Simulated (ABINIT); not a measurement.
# WS2 in ABINIT: convergence with pawecutdg

Aim: find how far pawecutdg must go before the results for WS2 settle, at PBE. This setting moves, with any that are tied to it; all else stays.

Everything below comes from runs of ABINIT 10.8.3 (patched build). Logs are shortened: lines on timing, memory, paths and dates and some standing lists are left out, and cuts for length are marked. The log counts tension as positive stress, the text compression.

**1. The slab as given**

The cell holds a slab with vacuum, 3 atoms: a = 3.184 Å, b = 3.184 Å, c = 16.951 Å, α = 90.00°, β = 90.00°, γ = 120.00°.

**2. With pawecutdg 20.6**

The input, run.abi:

```
pp_dirpath "./"
pseudos "W.GGA_PBE-JTH.xml, S.GGA_PBE-JTH.xml"

acell 6.0159740246 6.0159740245 32.0319498662
rprim
     1.0000000000     0.0000000000     0.0000000000
    -0.5000000000     0.8660254038     0.0000000000
     0.0000000000     0.0000000000     1.0000000000
ntypat 2
znucl 74 16
natom 3
typat 1 2 2
xred
     0.0000000000     0.0000000000     0.0000000000
     0.3333333333     0.6666666667     0.0920005100
     0.3333333333     0.6666666667     0.9079994900

ecut 20.0
pawecutdg 20.6
pawxcdev 0

kptopt 1
ngkpt 10 10 2
nshiftk 1
shiftk 0.0 0.0 0.0

ixc 11

nband 17
occopt 7
tsmear 0.1 eV

nstep 100
tolvrs 1.0e-9

iomode 3
prtwf 0
prtden 0
prteig 0
prtebands 0
enunit 1
```

Potentials or basis: JTH PAW PBE v2.0.

The run is started by

```bash
abinit run.abi > log 2>&1
```

run.abo:

```text
.Version 10.8.3 of ABINIT
 Symmetries : space group P-6 m 2 (#187); Bravais hP (primitive hexag.)
================================================================================
 Values of the parameters that define the memory need of the present run
     intxc =       0    ionmov =       0      iscf =      17    lmnmax =      18
     lnmax =       6     mgfft =     135  mpssoang =       3    mqgrid =    6545
     natom =       3  nloc_mem =       2    nspden =       1   nspinor =       1
    nsppol =       1      nsym =      12    n1xccc =       1    ntypat =       2
    occopt =       7   xclevel =       2
       mpw =        4334          nfft =       98415          nkpt =          28
 PAW method is used; the additional fine FFT grid is defined by:
   mgfftf=       135    nfftf =     98415
================================================================================
================================================================================

--------------------------------------------------------------------------------
------------- Echo of variables that govern the present computation ------------
--------------------------------------------------------------------------------
 -outvars: echo values of preprocessed input variables --------
            acell      6.0159740246E+00  6.0159740245E+00  3.2031949866E+01 Bohr
              amu      1.83850000E+02  3.20660000E+01
             ecut      2.00000000E+01 Hartree
           enunit           1
              ixc          11
         kptrlatt       10    0    0      0   10    0      0    0    2
          kptrlen      6.01597402E+01
            natom           3
            nband          17
            ngfft          27      27     135
          ngfftdg          27      27     135
             nkpt          28
            nstep         100
             nsym          12
           ntypat           2
           occopt           7
        pawecutdg      2.06000000E+01 Hartree
         pawxcdev           0
           prtden           0
        prtebands           0
           prteig           0
            prtwf           0
            rprim      1.0000000000E+00  0.0000000000E+00  0.0000000000E+00
                      -5.0000000000E-01  8.6602540380E-01  0.0000000000E+00
                       0.0000000000E+00  0.0000000000E+00  1.0000000000E+00
          spgroup         187
           tolvrs      1.00000000E-09
           tsmear      3.67493222E-03 Hartree
            typat      1  2  2
           useylm           1
           xangst      0.0000000000E+00  0.0000000000E+00  0.0000000000E+00
                       1.7639339572E-11  1.8380040234E+00  1.5594618096E+00
                       1.7639339572E-11  1.8380040234E+00  1.5391116069E+01
            xcart      0.0000000000E+00  0.0000000000E+00  0.0000000000E+00
                       3.3333520833E-11  3.4733242225E+00  2.9469557240E+00
                       3.3333520833E-11  3.4733242225E+00  2.9084994142E+01
             xred      0.0000000000E+00  0.0000000000E+00  0.0000000000E+00
                       3.3333333333E-01  6.6666666667E-01  9.2000510000E-02
                       3.3333333333E-01  6.6666666667E-01  9.0799949000E-01
            znucl       74.00000   16.00000

================================================================================

 chkinp: Checking input parameters for consistency.

================================================================================
== DATASET  1 ==================================================================

--- !DatasetInfo
iteration_state: {dtset: 1, }
dimensions: {natom: 3, nkpt: 28, mband: 17, nsppol: 1, nspinor: 1, nspden: 1, mpw: 4334, }
cutoff_energies: {ecut:  20.0, pawecutdg:  20.6, }
electrons: {nelect:   2.60000000E+01, charge:   0.00000000E+00, occopt:   7.00000000E+00, tsmear:   3.67493222E-03, }
meta: {optdriver: 0, ionmov: 0, optcell: 0, iscf: 17, paral_kgb: 0, }
[... 114 lines left out ...]
- [ -5.96776784E-29,  -1.72274618E-29,  -5.56684705E-03, ]
force_length_stats: {min:   3.44549237E-29, max:   5.56684705E-03, mean:   3.71123137E-03, }
...

 Integrated electronic density in atomic spheres:
 ------------------------------------------------
 Atom  Sphere_radius  Integrated_density
    1        2.41189         11.72757647
    2        1.90380          3.61089858
    3        1.90380          3.61089858

================================================================================

 ----iterations are completed or convergence reached----

 Mean square residual over all n,k,spin=   17.851E-10; max=  83.730E-08
 reduced coordinates (array xred) for    3 atoms
       0.000000000000      0.000000000000      0.000000000000
       0.333333333333      0.666666666667      0.092000510000
       0.333333333333      0.666666666667      0.907999490000
 rms dE/dt=  8.4059E-02; max dE/dt=  1.7832E-01; dE/dt below (all hartree)
    1       0.000000000000      0.000000000000      0.000000000000
    2       0.000000000000     -0.000000000000     -0.178316965626
    3       0.000000000000     -0.000000000000      0.178316965626

 cartesian coordinates (angstrom) at end:
    1      0.00000000000000     0.00000000000000     0.00000000000000
    2      0.00000000001764     1.83800402340142     1.55946180961497
    3      0.00000000001764     1.83800402340142    15.39111606886600

 cartesian forces (hartree/bohr) at end:
    1      0.00000000000000    -0.00000000000000    -0.00000000000000
    2      0.00000000000000     0.00000000000000     0.00556684705024
    3     -0.00000000000000    -0.00000000000000    -0.00556684705024
 frms,max,avg= 2.6242369E-03 5.5668471E-03   0.000E+00  0.000E+00  0.000E+00 h/b

 cartesian forces (eV/Angstrom) at end:
    1      0.00000000000000    -0.00000000000000    -0.00000000000000
    2      0.00000000000000     0.00000000000000     0.28625878484197
    3     -0.00000000000000    -0.00000000000000    -0.28625878484197
 frms,max,avg= 1.3494369E-01 2.8625878E-01   0.000E+00  0.000E+00  0.000E+00 e/A
 length scales=  6.015974024600  6.015974024500 32.031949866200 bohr
              =  3.183516353043  3.183516352990 16.950577878481 angstroms
 Fermi (or HOMO) energy (eV) =  -0.21210   Average Vxc (eV)=  -4.70315
 Eigenvalues (   eV  ) for nkpt=  28  k points:
 kpt#   1, nband= 17, wtk=  0.00500, kpt=  0.0000  0.0000  0.0000 (reduced coord)
 -75.27038  -39.49851  -39.35386  -39.35386  -16.01928  -14.34011   -7.57024   -4.12043
  -4.12043   -3.30106   -2.87199   -2.87199   -1.22807    1.66938    1.66938    1.84613
   1.84613
 prteigrs : prtvol=0 or 1, do not print more k-points.

--- !EnergyTerms
iteration_state     : {dtset: 1, }
comment             : Components of total free energy in Hartree
kinetic             :  1.57881250185025E+01
hartree             :  2.18546887029530E+02
xc                  : -1.50809849901960E+01
Ewald energy        :  1.40856069308089E+02
psp_core            :  1.38657569950244E+00
local_psp           : -4.58879329388298E+02
PAW spherical_terms :  7.61133839576014E+00
internal            : -8.97713189271099E+01
'-kT*entropy'       : -9.64458074064200E-18
total_energy        : -8.97713189271099E+01
total_energy_eV     : -2.44280203313673E+03
...

--- !EnergyTermsDC
iteration_state     : {dtset: 1, }
comment             : '"Double-counting" decomposition of free energy'
band_energy         : -1.86096111720604E+01
Ewald energy        :  1.40856069308089E+02
psp_core            :  1.38657569950244E+00
xc_dc               : -2.21757670808458E+02
PAW spherical_terms :  8.35330397071011E+00
internal            : -8.97713330022176E+01
'-kT*entropy'       : -9.64458074064200E-18
total_energy_dc     : -8.97713330022176E+01
total_energy_dc_eV  : -2.44280241613992E+03
...

--- !EnergyTermsWithPAWCore
iteration_state     : {dtset: 1, }
comment             : 'Components of total free energy, including PAW core contributions'
Total energy        : -1.69414159496441E+04
Total energy DC     : -1.69414159637193E+04
Total energy (eV)   : -4.60999412959590E+05
Total energy DC (eV): -4.60999413342593E+05
...

 Cartesian components of stress tensor (hartree/bohr^3)
  sigma(1 1)= -1.60081534E-05  sigma(3 2)=  0.00000000E+00
  sigma(2 2)= -1.60081534E-05  sigma(3 1)=  0.00000000E+00
  sigma(3 3)= -3.19537486E-05  sigma(2 1)= -1.31004709E-14

-Cartesian components of stress tensor (GPa)         [Pressure=  6.2735E-01 GPa]
- sigma(1 1)= -4.70976133E-01  sigma(3 2)=  0.00000000E+00
- sigma(2 2)= -4.70976133E-01  sigma(3 1)=  0.00000000E+00
- sigma(3 3)= -9.40111742E-01  sigma(2 1)= -3.85429160E-10

== END DATASET(S) ==============================================================
================================================================================

 -outvars: echo values of variables after computation  --------
            acell      6.0159740246E+00  6.0159740245E+00  3.2031949866E+01 Bohr
           etotal     -8.9771333002E+01
            fcart      2.9838839199E-29 -1.7227461844E-29 -0.0000000000E+00
                       2.9838839199E-29  3.4454923687E-29  5.5668470502E-03
                      -5.9677678397E-29 -1.7227461843E-29 -5.5668470502E-03
            rprim      1.0000000000E+00  0.0000000000E+00  0.0000000000E+00
                      -5.0000000000E-01  8.6602540380E-01  0.0000000000E+00
                       0.0000000000E+00  0.0000000000E+00  1.0000000000E+00
           strten     -1.6008153391E-05 -1.6008153395E-05 -3.1953748649E-05
                       0.0000000000E+00  0.0000000000E+00 -1.3100470864E-14
           xangst      0.0000000000E+00  0.0000000000E+00  0.0000000000E+00
                       1.7639339572E-11  1.8380040234E+00  1.5594618096E+00
                       1.7639339572E-11  1.8380040234E+00  1.5391116069E+01
             xred      0.0000000000E+00  0.0000000000E+00  0.0000000000E+00
                       3.3333333333E-01  6.6666666667E-01  9.2000510000E-02
                       3.3333333333E-01  6.6666666667E-01  9.0799949000E-01
 Calculation completed.
```

Wall time 2.7 min (1 thread of Arm Neoverse V1, shared host); peak memory 0.17 GiB.

Results:

| Property | Result |
| --- | --- |
| Free energy | -2442.8024 eV |
| Largest force | 0.286 eV/Å |
| Band gap on the k mesh | 2.00 eV, indirect (least direct gap 2.15 eV) |
| Valence electrons inside the program's atomic spheres | W 11.73; S 3.61 |

**3. With pawecutdg 24**

run.abi, as its differences from that of step 2:

```diff
@@ -18,3 +18,3 @@
 ecut 20.0
-pawecutdg 20.6
+pawecutdg 24.0
 pawxcdev 0
```

Potentials or basis: JTH PAW PBE v2.0.

The run is started by

```bash
abinit run.abi > log 2>&1
```

Run time: 2.6 min. Hardware: 1 thread of Arm Neoverse V1, shared host; peak memory 0.18 GiB.

Results (log left out):

* Free energy: -2442.7981 eV
* Largest force: 0.290 eV/Å
* Band gap on the k mesh: 2.00 eV, indirect (least direct gap 2.15 eV)
* Valence electrons inside the program's atomic spheres: W 11.75; S 3.59

**4. With pawecutdg 30**

run.abi, as its differences from that of step 3:

```diff
@@ -18,3 +18,3 @@
 ecut 20.0
-pawecutdg 24.0
+pawecutdg 30.0
 pawxcdev 0
```

The run is started by

```bash
abinit run.abi > log 2>&1
```

Run time: 3 min. Hardware: 1 thread of Arm Neoverse V1, shared host; peak memory 0.18 GiB.

The run converged. Its results:

```
Free energy                                           : -2442.7944 eV
Largest force                                         : 0.282 eV/Å
Band gap on the k mesh                                : 2.00 eV, indirect (least direct gap 2.15 eV)
Valence electrons inside the program's atomic spheres : W 11.71; S 3.62
```

**5. With pawecutdg 36**

run.abi, as its differences from that of step 4:

```diff
@@ -18,3 +18,3 @@
 ecut 20.0
-pawecutdg 30.0
+pawecutdg 36.0
 pawxcdev 0
```

The run is started by

```bash
abinit run.abi > log 2>&1
```

Wall time 2.6 min (1 thread of Arm Neoverse V1, shared host); peak memory 0.21 GiB.

It converged, with:

| Property | Result |
| --- | --- |
| Free energy | -2442.7965 eV |
| Largest force | 0.287 eV/Å |
| Band gap on the k mesh | 2.00 eV, indirect (least direct gap 2.15 eV) |
| Valence electrons inside the program's atomic spheres | W 11.72; S 3.62 |

**6. With pawecutdg 44**

run.abi, as its differences from that of step 5:

```diff
@@ -18,3 +18,3 @@
 ecut 20.0
-pawecutdg 36.0
+pawecutdg 44.0
 pawxcdev 0
```

Potentials or basis: JTH PAW PBE v2.0.

The run is started by

```bash
abinit run.abi > log 2>&1
```

Wall time 2.6 min (1 thread of Arm Neoverse V1, shared host); peak memory 0.21 GiB.

Results (log left out):

```yaml
Free_energy: -2442.7945 eV
Largest_force: 0.276 eV/Å
Band_gap_on_the_k_mesh: 2.00 eV, indirect (least direct gap 2.15 eV)
Valence_electrons_inside_the_program's_atomic_spheres: W 11.73; S 3.61
```

**7. With pawecutdg 54**

run.abi, as its differences from that of step 6:

```diff
@@ -18,3 +18,3 @@
 ecut 20.0
-pawecutdg 44.0
+pawecutdg 54.0
 pawxcdev 0
```

The run is started by

```bash
abinit run.abi > log 2>&1
```

Wall time 2.7 min (1 thread of Arm Neoverse V1, shared host); peak memory 0.24 GiB.

It converged, with:

```
Free energy                                           : -2442.7936 eV
Largest force                                         : 0.283 eV/Å
Band gap on the k mesh                                : 2.00 eV, indirect (least direct gap 2.15 eV)
Valence electrons inside the program's atomic spheres : W 11.73; S 3.61
```

**8. With pawecutdg 66**

run.abi, as its differences from that of step 7:

```diff
@@ -18,3 +18,3 @@
 ecut 20.0
-pawecutdg 54.0
+pawecutdg 66.0
 pawxcdev 0
```

The run is started by

```bash
abinit run.abi > log 2>&1
```

Wall time 2.9 min (1 thread of Arm Neoverse V1, shared host); peak memory 0.3 GiB.

It converged, with:

```
Free energy                                           : -2442.7937 eV
Largest force                                         : 0.273 eV/Å
Band gap on the k mesh                                : 2.00 eV, indirect (least direct gap 2.15 eV)
Valence electrons inside the program's atomic spheres : W 11.72; S 3.63
```

**9. Result**

| pawecutdg | energy less the tightest run, at zero smearing (meV/atom) | largest force (eV/Å) | SCF cycles | CPU time (s) | peak memory (GiB) |
| --- | --- | --- | --- | --- | --- |
| 20.6 | -2.90 | 0.286 | 28 | 160 | 0.17 |
| 24 | -1.46 | 0.290 | 28 | 150 | 0.18 |
| 30 | -0.23 | 0.282 | 33 | 180 | 0.18 |
| 36 | -0.92 | 0.287 | 28 | 160 | 0.21 |
| 44 | -0.25 | 0.276 | 29 | 160 | 0.21 |
| 54 | 0.03 | 0.283 | 29 | 160 | 0.24 |
| 66 | 0.00 | 0.273 | 31 | 170 | 0.3 |

Against the tightest run, the energy stays within 1 meV/atom from 30 on. Not settled before the last step: the largest force (to 0.005 eV/Å). The tightest run that finished is the yardstick and may itself not be fully converged.

Caveats: spin-orbit coupling is left out, which moves the levels of the heavy elements.
